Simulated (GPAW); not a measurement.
A run of GPAW 26.7.0 is set up as follows.

The input run.py:

```python
from ase import Atoms
from ase.dft.bandgap import bandgap
from ase.io import write
from ase.units import Bohr, GPa
from gpaw import GPAW, PW
from gpaw.elf import elf_from_dft_calculation

atoms = Atoms(['Au', 'Al', 'Al'],
              cell=[[0.0, 3.0, 3.0],
                    [3.0, 0.0, 3.0],
                    [3.0, 3.0, 0.0]],
              scaled_positions=[[0.0, 0.0, 0.0],
                                [0.75, 0.75, 0.75],
                                [0.25, 0.25, 0.25]],
              pbc=True)

calc = GPAW(mode=PW(600),
            xc='PBE',
            kpts={'size': (8, 8, 8), 'gamma': True},
            occupations={'name': 'fermi-dirac', 'width': 0.05},
            nbands=20,
            convergence={'density': 1e-05, 'energy': 1e-05},
            maxiter=150,
            txt='gpaw.txt')
atoms.calc = calc
energy = atoms.get_potential_energy()
forces = atoms.get_forces()
stress = atoms.get_stress()
calc.write('gs.gpw')
write('result.traj', atoms)
print(f'Energy: {energy:.6f} eV')
print('Forces (eV/A):')
print(forces.round(4))
print('Stress (GPa):', (stress / GPa).round(3))
print('Fermi level:', round(calc.get_fermi_level(), 4), 'eV')
print(f'Gap: {bandgap(calc)[0]:.4f} eV, direct: {bandgap(calc, direct=True)[0]:.4f} eV')

# fields on the real-space grid
write('density.cube', atoms, data=calc.get_pseudo_density() * Bohr**3)
write('potential.cube', atoms, data=calc.get_electrostatic_potential())
write('elf.cube', atoms, data=elf_from_dft_calculation(calc).data)
```

Potentials or basis: GPAW PAW data sets (gpaw-data 1.2.1), pw.

The run is started by

```bash
$ OMP_NUM_THREADS=1 python run.py
```

(1) Predict the band gap on the k mesh.

(2) Estimate the pressure.

Results:

(1) none (metal or under the smearing width).

(2) 3.7 GPa.

Caveat: with this Au data set, volumes or pressures lay over 1.5 % or 2 GPa off other programs in two to four cells of ten.
